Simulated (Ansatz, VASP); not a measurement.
**One calculation of Gd, two programs**

File INCAR:

```
SYSTEM = Gd
ALGO = Normal
EDIFF = 1E-6
ENCUT = 520
GGA = PE
ISIF = 2
ISMEAR = -1
ISPIN = 2
LASPH = .True.
LCHARG = .False.
LMAXMIX = 6
LORBIT = 11
LREAL = .False.
LWAVE = .False.
MAGMOM = 7
NBANDS = 19
NELM = 150
PREC = Accurate
SIGMA = 0.03
```

The input KPOINTS:

```
k-points
0
Gamma
  11 11 11
  0 0 0
```

The input POSCAR:

```
Gd
1.0
   -2.0250000000      2.0250000000      2.0250000000
    2.0250000000     -2.0250000000      2.0250000000
    2.0250000000      2.0250000000     -2.0250000000
Gd
1
Direct
    0.0000000000      0.0000000000      0.0000000000
```

Input for Ansatz:

```yaml
crystal:
  lattice:
    - [-2.025, 2.025, 2.025]
    - [2.025, -2.025, 2.025]
    - [2.025, 2.025, -2.025]
  atoms:
    - { symbol: Gd, position: [0.0, 0.0, 0.0], spin: 7.0 }
magnetization:
  spin_polarized: true
kpoints:
  mp_grid: { grid: [11, 11, 11] }
scf:
  occupations: { method: fermi_dirac, width: 0.03 }
hamiltonian:
  xc: pbe
  pseudopotentials: { kind: paw }
output:
  forces: true
  stress: true
  eigenvalues: true
  hubbard: { sites: [{ species: Gd, l: f }] }
  populations: true
```

Alike in both runs: task single point; functional PBE; k mesh 11 × 11 × 11; occupations fermi-dirac, width 0.03 eV; collinear spin.

```csv
,VASP,Ansatz
version,VASP 6.6.1,Ansatz 0.2.0
potentials or method,"VASP PAW PBE potentials, release 64 (Gd)","PAW with Ansatz's default frozen-core files, scalar-relativistic"
plane-wave cutoff (eV),520,420
valence electrons in the cell,18,18
```

|  | VASP | Ansatz | Ansatz less VASP |
| --- | --- | --- | --- |
| pressure (GPa) | 0.2 | 0.1 | -0.16 |
| net moment per atom (μB) | 7.66 | 7.66 | -0.008 |
| size of the moment on the site where the two differ most (μB) | 7.01 | 7.35 | +0.337 |

Site moments also hang on the region over which each program counts them. The functional is the same, so the differences come from potentials, cutoffs and numerics.

Caveats: spin-orbit coupling is left out, which moves the levels of the heavy elements. The state reached can hang on the start; a lower one may exist.
